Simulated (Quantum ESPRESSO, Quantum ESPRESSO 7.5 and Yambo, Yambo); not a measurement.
# Converging GW for P (puckered monolayer) in Yambo

What does each rung of G0W0 on P (puckered monolayer) cost, and what does it buy?

Program: Quantum ESPRESSO 7.5 and Yambo 5.3.0. Level of theory: PBE and many-body steps on it, plane waves. Results are calculated unless marked as measured.

**1. The structure**

The cell holds 4 atoms: 4 P. Cell: a = 4.626 Å, b = 3.304 Å, c = 14.000 Å, α = 90.0°, β = 90.0°, γ = 90.0°. Vacuum lies along c.

The structure was relaxed with PBE. The runs that relaxed it are not among those shown.

**2. Empty states on the mesh, 4×6×1 mesh, 294 bands**

This step: Quantum ESPRESSO 7.5; DFT, PBE, plane waves, norm-conserving pseudopotentials.

The sums over transitions need many empty states on a uniform mesh; this step solves for them.

File pw.in:

```
&control
  calculation = 'nscf'
  prefix = 'x'
  outdir = 'o'
  pseudo_dir = 'pseudo'
/
&system
  ibrav = 0
  nat = 4
  ntyp = 1
  ecutwfc = 36.0
  nbnd = 294
  force_symmorphic = .true.
/
&electrons
  conv_thr = 1e-9
  electron_maxstep = 80
  diago_full_acc = .true.
  diago_thr_init = 5e-6
/
ATOMIC_SPECIES
  P 30.974 P.upf
CELL_PARAMETERS angstrom
  4.6261974460 0.0000000000 0.0000000000
  0.0000000000 3.3043566150 0.0000000000
  0.0000000000 0.0000000000 14.0000000000
ATOMIC_POSITIONS crystal
  P 0.0887347685 0.0000000000 0.5752704305
  P 0.4112652315 0.5000000000 0.5752704305
  P 0.5887347685 0.5000000000 0.4247295489
  P 0.9112652315 0.0000000000 0.4247295489
K_POINTS automatic
  4 6 1 0 0 0
```

Launch:

```
OMP_NUM_THREADS=1 mpirun -n 4 pw.x -nk 4 -in pw.in > pw.out
```

Log:

```text
Program PWSCF v.7.5 starts

     This program is part of the open-source Quantum ESPRESSO suite
     for quantum simulation of materials; please cite
         "P. Giannozzi et al., J. Phys.:Condens. Matter 21 395502 (2009);
         "P. Giannozzi et al., J. Phys.:Condens. Matter 29 465901 (2017);
         "P. Giannozzi et al., J. Chem. Phys. 152 154105 (2020);
     in publications or presentations arising from this work. More details at

     Atomic positions and unit cell read from directory:
     o/x.save/

     Message from routine setup:
[...]
22.7105  23.3854  23.6390  24.1293  24.4335  24.6991  24.8971  25.0246
     [... 25 further rows ...]
    66.0135  66.4106  66.7575  66.7824  66.9915  67.1040  67.1890  67.3134
    67.5269  67.7291  67.8699  68.1647  68.1972  68.2585

          k = 0.0000-0.7000 0.0000 (  5320 PWs)   bands (ev):

     [... further k-points ...]

     highest occupied, lowest unoccupied level (ev):    -0.7369    0.1699

     XML data file, pseudopotentials, collected wavefunctions

=------------------------------------------------------------------------------=
   JOB DONE.
=------------------------------------------------------------------------------=
```

Run time: 65 s. Hardware: 4 MPI ranks of Arm Neoverse V1, shared host; peak memory 0.76 GiB.

Numbers from this step:

```
gap                                                           : 0.9068 eV
k of the valence top                                          : 0, 0, 0
k of the conduction bottom                                    : 0, 0, 0
least direct gap                                              : 0.9068 eV
k points computed                                             : 12
lowest point of the top converged band, above the valence top : 67.4032 eV
```

On this mesh the gap is 0.907 eV.

The density comes from a self-consistent run that is not shown.

**3. Conversion and set-up**

This step: Yambo 5.3.0; conversion and set-up on PBE, plane waves, norm-conserving pseudopotentials.

The states are converted to the many-body program's format and the q mesh is built.

Launch:

```
(cd o/x.save; p2y > p2y.log; mv SAVE ../..); yambo > setup.log
```

Log:

```text
 Yambo, version 5.3.0

 [02] CORE Variables Setup
 =========================

  [02.01] Unit cells
  ==================

  Cell kind             :  Unknown
  Atoms in the cell     :  P
  number of P  atoms    :   4

  List of atomic masses
  Mass of P     :  30.97400

  List of atomic coordinates    : [cc]
  P1       :   0.77574   0.00000  15.21945  order 1
  P2       :   3.59538   3.12216  15.21945  order 2
  P3       :   5.14686   3.12216  11.23672  order 3
  P4       :   7.96650   0.00000  11.23672  order 4

  Alat factors          :   8.74225   6.24433  26.45617 [a.u.]
[...]
K/Q-points units:
 rlu = crystal or reduced units; cc = cartesian coordinates; iku = interal k-units

 Q [ 1]         [rlu]:  0.000000  0.000000  0.000000
 Q [ 2]         [rlu]:  0.000000  0.166667  0.000000
 Q [ 3]         [rlu]:  0.000000  0.333333  0.000000
[...]
Q [ 8]         [rlu]:  0.250000 -0.500000  0.000000
 Q [ 9]         [rlu]: -0.500000  0.000000  0.000000
 Q [10]         [rlu]: -0.500000  0.166667  0.000000
 Q [11]         [rlu]: -0.500000  0.333333  0.000000
 Q [12]         [rlu]: -0.500000 -0.500000  0.000000

  [03.01] X indexes
  =================

   [03.01.01] Sigma indexes
   ========================

 [06] Game Over & Game summary
```

The job ended after 1.9 s (1 MPI rank; peak memory 0.24 GiB).

**4. 68 bands, 95.2 eV**

G0W0 replaces the xc potential by the self-energy, built once from these orbitals. Only a window of levels is corrected, while the sums run over the empty bands that the input names.

This step: G0W0 on PBE, plane waves, norm-conserving pseudopotentials.

File gw1.in:

```
HF_and_locXC
gw0
dyson
ppa
em1d
rim_cut
rim_w
RandQpts= 3000000
RandGvec= 100 RL
CUTGeo= "slab z"
RandGvecW= 9 RL
EXXRLvcs= 36 Ry
VXCRLvcs= 144 Ry
Chimod= "HARTREE"
% BndsRnXp
 1 | 68 |
%
NGsBlkXp= 7 Ry
% LongDrXp
 1 | 1 | 0 |
%
% GbndRnge
 1 | 68 |
%
DysSolver= "n"
ExtendOut
PPAPntXp= 27.21138 eV
% QPkrange
 1 | 1 | 9 | 12 |
%
```

Launch:

```
OMP_NUM_THREADS=1 mpirun -n 4 yambo -F gw1.in -J gw1 -C gw1 > gw1.log
```

Log:

```text
 Yambo, version 5.3.0

 [02] CORE Variables Setup
 =========================

  [... cell, symmetries and grids as in the set-up ...]

  [02.05] Energies & Occupations
  ==============================

  [X] === General ===
  [X] Electronic Temperature                        :  0.000000  0.000000 [eV K]
  [X] Bosonic    Temperature                        :  0.000000  0.000000 [eV K]
  [X] Finite Temperature mode                       : no
  [X] El. density                                   :  0.93452E+23 [cm-3]
  [X] Fermi Level                                   : -0.736863 [eV]

  [X] === Gaps and Widths ===
  [X] Conduction Band Min                           :  0.906761 [eV]
  [X] Valence Band Max                              :  0.000000 [eV]
  [X] Filled Bands                                  :  10
  [X] Empty Bands                                   :   11  294
  [X] Direct Gap                                    :  0.906761 [eV]
  [X] Direct Gap localized at k                     :  1
  [X] Indirect Gap                                  :  0.906761 [eV]
  [X] Indirect Gap between kpts                     :  1  1
  [X] Last valence band width                       :  1.927019 [eV]
  [X] 1st conduction band width                     :  1.895552 [eV]

 [03] Transferred momenta grid and indexing
 ==========================================

 IBZ Q-points                                      :  12
 BZ  Q-points                                      :  24

 K/Q-points units:
 rlu = crystal or reduced units; cc = cartesian coordinates; iku = interal k-units

 Q [ 1]         [rlu]:  0.000000  0.000000  0.000000
 Q [ 2]         [rlu]:  0.000000  0.166667  0.000000
 Q [ 3]         [rlu]:  0.000000  0.333333  0.000000
 Q [ 4]         [rlu]:  0.000000 -0.500000  0.000000
 Q [ 5]         [rlu]:  0.250000  0.000000  0.000000
 Q [ 6]         [rlu]:  0.250000  0.166667  0.000000
 Q [ 7]         [rlu]:  0.250000  0.333333  0.000000
 Q [ 8]         [rlu]:  0.250000 -0.500000  0.000000
 Q [ 9]         [rlu]: -0.500000  0.000000  0.000000
 Q [10]         [rlu]: -0.500000  0.166667  0.000000
 Q [11]         [rlu]: -0.500000  0.333333  0.000000
 Q [12]         [rlu]: -0.500000 -0.500000  0.000000

 [04] Coloumb potential Random Integration (RIM)
 ===============================================

 Performing RIM of v_slab

  [04.01] RIM initialization
  ==========================

  * Diagonal components only detected *

  8 x (sBL volume)        :  0.057251 [a.u.]
  sBZ random points       :  3000000
  Points outside the sBZ  :  24001885
  RL volume               :  0.171753 [a.u.]
  Integrated volume       :  0.171739 [a.u.]

  [04.02] RIM integrals
  =====================

  Gamma point sphere radius             :  0.043799 [a.u.]
  Points outside the sphere             :  2398566
  [Int_sBZ(q=0) 1/q^2]*(Vol_sBZ)^(-1/3) =:  7.478335
                                 should be <:  7.795600

  Summary of Coulomb integrals for non-metallic bands |Q|[au] RIM/Bare

  Q [1] 0.100000E-4 0.959302 * Q [2] 0.167704 0.969668
  Q [5] 0.179679 1.015114 * Q [6] 0.245782 1.037537
  Q [3] 0.335408 1.021472 * Q [9] 0.359358 1.032119
  Q [7] 0.380503 1.024585 * Q [10] 0.396563 1.028731
  Q [11] 0.491565 1.019804 * Q [4] 0.503111 1.015563
  Q [8] 0.534234 1.015048 * Q [12] 0.618271 1.012660
  Non-periodic chartesian directions : none
  Optical renormalization            :  26.45617 [au]
  Polarizability dimension           : length

 [05] Coloumb potential CutOffslab
 =================================

 Cut directionsZ
 Slab Cutoff:Z
 Symmetry test passed : yes

 [06] Dipoles
 ============

  [06.01] Setup: observables and procedures
  =========================================

  [WARNING] [x,Vnl] slows the Dipoles computation. To neglect it rename the ns.kb_pp file

 [07] Dynamic Dielectric Matrix (PPA)
 ====================================

 [WR./gw1//ndb.pp]---------------------------------------------------------------
  Brillouin Zone Q/K grids (IBZ/BZ)                :  12  24  12  24
[...]
X matrix size                                    :   469
  X band range                                     :    1   68
  X e/h energy range                               : -1.000000 -1.000000 [eV]
  X Time ordering                                  : R
  X Hxc Kernel                                     : HARTREE
  X Drude frequency                                :  0.000000  0.000000
  X poles                                          :  100.0000 [o/o]
  RL vectors in the sum                            :   6937
  [r,Vnl] included                                 : yes
  Field direction                                  :  0.707107E-5  0.707107E-5   0.00000
  BZ energy Double Grid                            : no
  BZ energy DbGd points                            : 0
  BZ Q point size factor                           : -1.000000
  X Optical Averaged directions                    : none

 [08] Local Exchange-Correlation + Non-Local Fock
 ================================================

 [VXC] Plane waves :   42135
 [EXS] Plane waves :   5277

 QP @ state[ 1 ] K range:  1  1
 QP @ state[ 1 ] b range:   9  12

 [xc] Functional : Perdew, Burke & Ernzerhof(X)+Perdew, Burke & Ernzerhof(C)
 [xc] LIBXC used to calculate xc functional
  PP Number of Atomic Species                      :  1
  NLCC RL compoments                               :   42135
  PP Number of Atomic Species                      :  1
  NLCC RL compoments                               :   42135

 [xc] E_xc :  -6.689322 [Ha]
      E_xc :  -13.37864 [Ry]

  Local XC kind (lXC) : Perdew, Burke & Ernzerhof(X)+Perdew, Burke & Ernzerhof(C)
  Non-Local XC kind (nlXC) : Hartree-Fock

  Corrections @ K [1] :  [eV]
 <9|nlXC|9> = -13.05205 -0.14311E-16 <9|lXC|9> = -10.56776 -0.18882E-15
 <10|nlXC|10> = -13.27522 -0.88081E-17 <10|lXC|10> = -11.64948 -0.18882E-15
 <11|nlXC|11> = -6.378323  0.12226E-19 <11|lXC|11> = -9.945842  0.37763E-15
 <12|nlXC|12> = -6.527958  0.16109E-17 <12|lXC|12> = -10.94050 -0.11360E-30

 [09] Dyson equation: Newton solver
 ==================================

  [09.01] RIM-W interpolation
  ===========================

  [WARNING] RIM-W works only for 2D semiconductors with slab cutoff
  Found compatible q grid: 2D
  q_min[ 1 ]:  0.250000  0.000000  0.000000 [rlu]
   0.250000  0.000000  0.000000 [iku]
  q_min[ 2 ]:  0.000000  0.166667  0.000000 [rlu]
   0.000000  0.166667  0.000000 [iku]
  G-vectors :   9
  G-vectors loaded:   83
  Number of interpolated frequencies:  2

  Evaluating coefficients q = 0
  Evaluating coefficients q = 0

  [09.02] RIM-W integrals
  =======================

  8 x (sBL volume)        :  0.057251 [a.u.]
  sBZ random points       :  3000000
  Points outside the sBZ  :  24001885
  RL volume               :  0.171753 [a.u.]
  Integrated volume       :  0.171739 [a.u.]

  [09.03] RIM integrals
  =====================

  Comparison between head Wc = W - v averages: < Wc > [au] RIM-W/RIM

   < -Wc [Q = 1] > 0.424155E-1 0.632793E-4 * < -Wc [Q = 2] > 0.006920 0.006782
   < -Wc [Q = 3] > 0.001378 0.001358 * < -Wc [Q = 4] > 0.482367E-3 0.478156E-3
   < -Wc [Q = 5] > 0.006326 0.006149 * < -Wc [Q = 6] > 0.003080 0.002933
   < -Wc [Q = 7] > 0.985042E-3 0.962537E-3 * < -Wc [Q = 8] > 0.400908E-3 0.396465E-3
   < -Wc [Q = 9] > 0.001186 0.001162 * < -Wc [Q = 10] > 0.905121E-3 0.886219E-3
   < -Wc [Q = 11] > 0.490843E-3 0.481107E-3 * < -Wc [Q = 12] > 0.256241E-3 0.252298E-3

  Comparison between head Wc = W - v averages: < Wc > [au] RIM-W/RIM

   < -Wc [G = 1,G`=0] > 0.424155E-1 0.632793E-4 * < -Wc [G = 2,G`=0] >-0.001639 0.000000
   < -Wc [G = 3,G`=0] >-0.001639 0.000000 * < -Wc [G = 4,G`=0] > 0.127443E-4  0.00000
   < -Wc [G = 5,G`=0] > 0.127443E-4  0.00000 * < -Wc [G = 6,G`=0] > 0.113366E-3  0.00000
   < -Wc [G = 7,G`=0] > 0.113366E-3  0.00000 * < -Wc [G = 8,G`=0] > 0.78236E-11  0.0000
   < -Wc [G = 9,G`=0] > 0.79029E-11  0.0000

 [10] G0W0 (W PPA)
 =================

 [  GW  ] Bands range     :    1   68
 [GW/PPA] G damping       :  0.100000 [eV]

 QP @ state[ 1 ] K range:  1  1
 QP @ state[ 1 ] b range:   9  12

  Sc/G bands                                       :    1   68
  Sc/G damping                                     :  0.100000 ev
  Sc bands terminator                              : no
  Sx RL components                                 :   5277

  QP @ state[ 1 ] K range                          :  1  1
  QP @ state[ 1 ] b range                          :   9  12
  GF energies kind                                 : Perdew, Burke & Ernzerhof(X)+Perdew, Burke & Ernzerhof(C)
  GF WF`s kind                                     : Perdew, Burke & Ernzerhof(X)+Perdew, Burke & Ernzerhof(C)
  Xs energies kind                                 : Perdew, Burke & Ernzerhof(X)+Perdew, Burke & Ernzerhof(C)
  Xs WF`s kind                                     : Perdew, Burke & Ernzerhof(X)+Perdew, Burke & Ernzerhof(C)

 [14] Game Over & Game summary
```

It took 87 s on 4 MPI ranks; peak memory 2.1 GiB; 5.7 min of CPU time.

Numbers from this step:

```yaml
g0w0_gap_on_the_points_computed: 1.973 eV
starting_gap_on_the_mesh: 0.9068 eV
k_of_the_valence_top: 0, 0, 0
k_of_the_conduction_bottom: 0, 0, 0
least_direct_g0w0_gap_on_the_computed_points: 1.973 eV
z_at_the_valence_top: 0.7212
z_at_the_conduction_bottom: 0.7300
```

The gap on the mesh goes from 0.91 eV to 1.97 eV, a correction of +1.07 eV.

[end of part 1 of 2]

[Paths, hosts, dates, memory and timing lines, banners, echoed tables and standing remarks are left out of the program output.]

[Logs are printed without paths, hosts, clocks, repeated set-up lines and the standing remarks that a program may print on its own settings, such as how far it seeks lower states.]

[Runs of the session that timed out or met a known fault of the program may be left out.]

[Hosts, paths, dates, database ids (printed as entryN), source tags and the programs' standing remarks are cut or masked in the printed files.]
